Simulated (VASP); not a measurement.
**From VASP inputs to Ansatz: NaI (strained zincblende)**

INCAR

```
METAGGA = R2SCAN
ISIF = 2
IBRION = -1
ALGO = Normal
PREC = Accurate
SIGMA = 0.01
NELM = 120
NBANDS = 14
LCHARG = .FALSE.
ENCUT = 520
EDIFF = 1E-7
ISMEAR = 0
NSW = 0
LASPH = .TRUE.
LREAL = .FALSE.
LWAVE = .FALSE.
```

KPOINTS

```
KPOINTS created by Atomic Simulation Environment
0
Gamma
6 6 6
0 0 0
```

KPOINTS_OPT

```
special points
6
Reciprocal
0.0000000000 0.0000000000 0.0000000000 1
-0.5000000000 -0.5000000000 0.0000000000 1
-0.3750000000 -0.3750000000 0.2500000000 1
-0.3750000000 0.0000000000 0.3750000000 1
0.0000000000 0.0000000000 0.5000000000 1
-0.5000000000 -0.2500000000 0.2500000000 1
```

POSCAR

```
Na I
 1.0000000000000000
     0.1138545593000000    3.6570462404000001    3.6570462404000001
     3.6570462404000001    0.1138545593000000    3.6570462404000001
     3.6570462404000001    3.6570462404000001    0.1138545593000000
 Na  I
   1   1
Cartesian
  0.0235405917967054  0.0235405917967054  0.0235405917967054
  1.8334461682282941  1.8334461682282941  1.8334461682282941
```

VASP ran with the recommended PBE PAW datasets (14 valence electrons in the cell).

Problem. Write an Ansatz input for this cell and level of theory.

Solution. 

```yaml
crystal:
  lattice:
    - [0.1138545593, 3.6570462404, 3.6570462404]
    - [3.6570462404, 0.1138545593, 3.6570462404]
    - [3.6570462404, 3.6570462404, 0.1138545593]
  atoms:
    - { symbol: Na, position: [0.0031691922, 0.0031691922, 0.0031691922] }
    - { symbol: I, position: [0.2468308078, 0.2468308078, 0.2468308078] }
kpoints:
  mp_grid: { grid: [6, 6, 6] }
  band_path:
    path:
      - [0.0, 0.0, 0.0]
      - [-0.5, -0.5, 0.0]
      - [-0.375, -0.375, 0.25]
      - [-0.375, 0.0, 0.375]
      - [0.0, 0.0, 0.5]
      - [-0.5, -0.25, 0.25]
    npoints: 1
hamiltonian:
  xc: r2scan
scf:
  occupations: { method: fixed }
  n_extra_bands: 4
output:
  forces: true
  stress: true
  eigenvalues: true
```

Other inputs would serve too.

```tsv
	VASP	Ansatz
gap between bands v and c	4.29 eV	4.28 eV
least direct gap	4.29 eV	4.28 eV
pressure	-0.5 GPa	-0.5 GPa
```

Datasets and cutoffs are each program's own. VASP's cell holds 14 valence electrons and Ansatz's 26. Ansatz's stress includes a Pulay correction; VASP's doesn't.
